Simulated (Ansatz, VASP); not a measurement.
**Two plane-wave programs on AlN**

The input INCAR:

```
ALGO = Normal
EDIFF = 1E-8
ENCUT = 520
GGA = CA
ISIF = 2
ISMEAR = -1
LASPH = T
LCHARG = F
LEFG = T
LREAL = F
LWAVE = F
NBANDS = 11
NELM = 60
PREC = Accurate
SIGMA = 0.01
```

KPOINTS

```
k-points
0
Gamma
  12 12 12
```

File POSCAR:

```
AlN
1.0
    0.0000000000      1.9647244322      1.9647244322
    1.9647244322      0.0000000000      1.9647244322
    1.9647244322      1.9647244322      0.0000000000
Al N
1 1
Direct
    0.0000000000      0.0000000000      0.0000000000
    0.5000000000      0.5000000000      0.5000000000
```

Input for Ansatz:

```yaml
crystal:
  lattice:
    - [0.0, 1.9647244322, 1.9647244322]
    - [1.9647244322, 0.0, 1.9647244322]
    - [1.9647244322, 1.9647244322, 0.0]
  atoms:
    - { symbol: Al, position: [0.0, 0.0, 0.0] }
    - { symbol: "N", position: [0.5, 0.5, 0.5] }
kpoints:
  mp_grid: { grid: [12, 12, 12] }
scf:
  occupations: { method: fermi_dirac, width: 0.01 }
hamiltonian:
  xc: lda
  pseudopotentials: { kind: paw }
output:
  forces: true
  stress: true
  eigenvalues: true
  efg: { contact_densities: true }
```

Change from the starting cell: volume scaled by 0.98, PAW files.

Alike in both runs: task electric field gradients; functional LDA; k mesh 12 × 12 × 12; occupations fermi-dirac, width 0.01 eV; no spin polarisation.

|  | VASP | Ansatz |
| --- | --- | --- |
| version | VASP 6.6.1 | Ansatz 0.2.0 |
| potentials or method | VASP PAW LDA potentials, release 64 (Al, N) | PAW with Ansatz's default frozen-core files, scalar-relativistic |
| plane-wave cutoff (eV) | 520 | 420 |
| valence electrons in the cell | 8 | 8 |

Ansatz gave:

| Item | Value |
| --- | --- |
| gap on the k mesh at the Fermi level (eV) | 5.03 |
| pressure (GPa) | 19.3 |
| Vzz of the field gradient on the site that differs most (V/Å²) | 0.0 |

Question: Estimate VASP's values.

Answer: gap on the k mesh at the Fermi level (eV): 5.03; pressure (GPa): 20.1; Vzz of the field gradient on the site that differs most (V/Å²): 0.0.

Caveats: so large a pressure means that the cell lies far from this level's equilibrium, or that cutoff or potentials fall short (VASP). A k mesh can miss the band edges.
